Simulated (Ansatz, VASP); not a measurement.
B in VASP and in Ansatz

```
B
1.0
     1.88449    0.00000    0.00000
     0.00000    1.88449    0.00000
     0.00000    0.00000    1.88449
B
1
Cartesian
  0.0000 0.0000 0.0000
```

Alike in both runs: functional r2SCAN; k mesh 16 × 16 × 16; occupations fermi-dirac, width 0.1 eV; no spin polarisation.

Ansatz relaxed the structure, and its values are those at the end. VASP's run is a single point on that final structure, the one shown.

|  | VASP | Ansatz |
| --- | --- | --- |
| version | VASP 6.6.1 | Ansatz 0.2.0 |
| potentials or method | VASP PAW PBE potentials, release 64 (B) | plane waves (500 eV) with PAW, scalar-relativistic |
| plane-wave cutoff (eV) | 520 | 500 |
| valence electrons in the cell | 3 | 3 |

```csv
,VASP,Ansatz,Ansatz less VASP
pressure (GPa),0.0,0.0,-0.03
```

The functional is the same, so the differences come from potentials, cutoffs and numerics.

Caveats: the PAW data sets were made with another functional, which shifts forces and pressure a little (VASP).
